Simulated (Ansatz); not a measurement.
# TiSe2: the cost of one run

Program: Ansatz 0.2.0 through its Python package. Level of theory: DFT PBE, plane waves, PAW. These are calculated values, not measurements.

A COD entry behind a cell of this session may itself be a prediction, so a difference from it is no test against experiment.

## Step 1: The system

The structure is trigonal, space group P-3m1 (No. 164). Conventional cell: a = 3.536 Å, b = 3.536 Å, c = 6.004 Å, α = 90.00°, β = 90.00°, γ = 120.00°. Around Ti (site symmetry -3m) lie 6 Se at 2.55 Å. Se (site symmetry 3m) has 3 Ti at 2.55 Å as nearest neighbours.

The script holds or builds the structure itself.

## Step 2: Script

The input, tise2.py:

```python
"""Band structure of TiSe2."""

import ansatz
import numpy as np
from pymatgen.core import Lattice, Structure
from pymatgen.io.ase import AseAtomsAdaptor

params = {
    "k_length": 16,
    "smearing": "fermi_dirac",
    "functional": "pbe",
    "scf_tol": 1e-07,
    "n_empty": 8,
}

pmg_structure = Structure(
    Lattice([(3.536, 0.0, 0.0), (-1.768, 3.062266, 0.0), (0.0, 0.0, 6.004)]),
    ["Ti", "Se", "Se"],
    [
        (0.0, 0.0, 0.0),
        (1 / 3, 2 / 3, 0.2552),
        (2 / 3, 1 / 3, 0.7448),
    ],
)
crystal = ansatz.Crystal.from_ase(AseAtomsAdaptor.get_atoms(pmg_structure))

# high-symmetry points in fractions of the reciprocal vectors
path = [
    ("G", (0.0, 0.0, 0.0)),
    ("M", (0.5, 0.0, 0.0)),
    ("K", (0.33333, 0.33333, 0.0)),
    ("G", (0.0, 0.0, 0.0)),
    ("A", (0.0, 0.0, 0.5)),
    ("L", (0.5, 0.0, 0.5)),
    ("H", (0.33333, 0.33333, 0.5)),
]
model = (
    crystal.calculation()
    .kpoints(length=params["k_length"])
    .occupations(params["smearing"])
    .pseudopotentials("paw")
    .functional(params["functional"])
    .scf(tolerance=params["scf_tol"])
    .band_structure([point for _, point in path], intervals=10)
    .scf(extra_bands=params["n_empty"])
    .bader_charges()
)
done = model.run(threads=1, backend="cpu")
rep = done.report

print("%-22s %14.5f eV" % ("F = E - TS", rep["free_energy_ev"]))
print("%-22s %14.5f eV" % ("E", rep["internal_energy_ev"]))
print("%-22s %14.5f eV" % ("Harris-Foulkes", rep["harris_foulkes_ev"]))
print("%-22s %14.5f eV" % ("Fermi level", rep["fermi_energy_ev"]))

charges = done.bader_charges()
for atom in charges.atoms:
    print(f"Bader charge {atom.symbol:2s} {atom.partial_charge_e:+.3f} e")

bands = done.band_structure()
fermi = bands.fermi_energy_ev
print(f"zero of the bands: {fermi:.3f} eV, the Fermi level found on the SCF mesh")
for spin, channel in enumerate(bands.channels):
    levels = channel.eigenvalues_ev - fermi
    crossing = [b for b in range(levels.shape[1]) if levels[:, b].min() < 0 < levels[:, b].max()]
    print(f"channel {spin}: bands that cross the Fermi level on this path:", [b + 1 for b in crossing] or "none")
    shown = crossing or sorted(np.argsort(np.abs(levels).min(axis=0))[:2])
    for k, row in zip(bands.kpoints_frac, levels[:, shown]):
        print(f"{k[0]:7.3f} {k[1]:7.3f} {k[2]:7.3f}  ", " ".join(f"{e:8.3f}" for e in row))
```

## Step 3: Launch

Launch:

```
$ python tise2.py
```

Q: Estimate wall time and peak memory on 1 thread of Arm Neoverse V2, shared host.

About 25 s, with a peak of 0.44 GiB.
